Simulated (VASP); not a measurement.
Au: relaxation of the atoms with LDA

Au:

```
CELL_PARAMETERS angstrom
0.00000 2.06595 2.06595
2.06595 0.00000 2.06595
2.06595 2.06595 0.00000
ATOMIC_POSITIONS crystal
Au 0.00000 0.00000 0.00000
```

The cell isn't the ideal one: a relaxed cell with its volume scaled by 1.06.

```
Program                : VASP 6.6.1
Task                   : relaxation of the atoms
Functional             : LDA
Potentials or basis    : VASP PAW LDA potentials, release 64 (Au)
Cutoff                 : 600 eV
k mesh                 : 16 × 16 × 16
Occupations            : methfessel-paxton, width 0.1 eV
Spin                   : no spin polarisation
Further INCAR settings : ALGO = Normal; EDIFF = 1e-07; IBRION = 2; EDIFFG = -0.01; NSW = 40
```

```
Pressure after relaxing : -9.6 GPa
Band gap on the k mesh  : none (metal or under the smearing width)
```

Final structure:
```yaml
crystal:
  lattice:
    - [0.00000, 2.06595, 2.06595]
    - [2.06595, 0.00000, 2.06595]
    - [2.06595, 2.06595, 0.00000]
  atoms:
    - { symbol: Au, position: [0.00000, 0.00000, 0.00000] }
```

Levels at points of the mesh, in eV from the Fermi level:
```tsv
k point	band 2	band 3	band 4	band 5	band 6	band 7	band 8	band 9
(0.00, 0.00, 0.00)	-4.47	-4.47	-4.47	-3.02	-3.02	14.59	18.35	18.35
(0.50, 0.00, 0.00)	-4.49	-4.49	-1.88	-1.88	-0.79	2.93	14.04	16.82
(0.50, 0.50, 0.00)	-6.42	-1.92	-1.58	-1.58	1.12	5.53	9.88	9.88
```

Run time: 11 s on 1 thread of AMD EPYC 9R45 (Zen 5) (shared host), peak memory 0.12 GiB.

Caveat: the relaxation stopped at its first step, so nothing moved. The run has no spin-orbit coupling, so splittings on Au are missing.
